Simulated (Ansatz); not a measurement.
# Computed properties of VN

```
V N
1.0
     0.00000    2.06400    2.06400
     2.06400    0.00000    2.06400
     2.06400    2.06400    0.00000
V N
1 1
Cartesian
  0.0000 0.0000 0.0000
  2.0640 2.0640 2.0640
```

Atom numbers follow the list: V1, N2.

The cell is COD entry 9008765, as deposited and not checked against the literature; nothing was relaxed.

All numbers are computed: DFT, PBE, all-electron LAPW, scalar-relativistic (Ansatz 0.2.0); DFT, PBE, PAW with Ansatz's default frozen-core files, scalar-relativistic (Ansatz 0.2.0).

For LAPW: a Γ-centred 14×14×14 k mesh, Fermi–Dirac smearing of 0.08 eV, basis error target 1 meV/atom, spin-polarised from start moments V1 1.5 μB (the moments died away, and the run ended non-magnetic). PAW takes a cutoff of 420 eV at this cell. The Ansatz runs share mesh, smearing and spin set-up. Values come from LAPW unless marked.

- Pressure at this cell: -2.42 GPa
- Volume per atom: 8.79 Å³

Q: Give the computed value. Band gap.

A: none: bands cross the Fermi level, a metal.

Q: Give the computed value. Bader charges (from the PAW run).

A: V1 +1.62, N2 -1.62 e.

Q: Predict this quantity. Density of states at the Fermi level (0.2 eV bin).

A: 1.87 states/eV per cell.

Q: Predict this quantity. Löwdin charges (with 0.07 e of the cell spilling out of the atomic basis, so their sizes and signs hang on that basis).

A: V1 0.89, N2 -0.82 e.
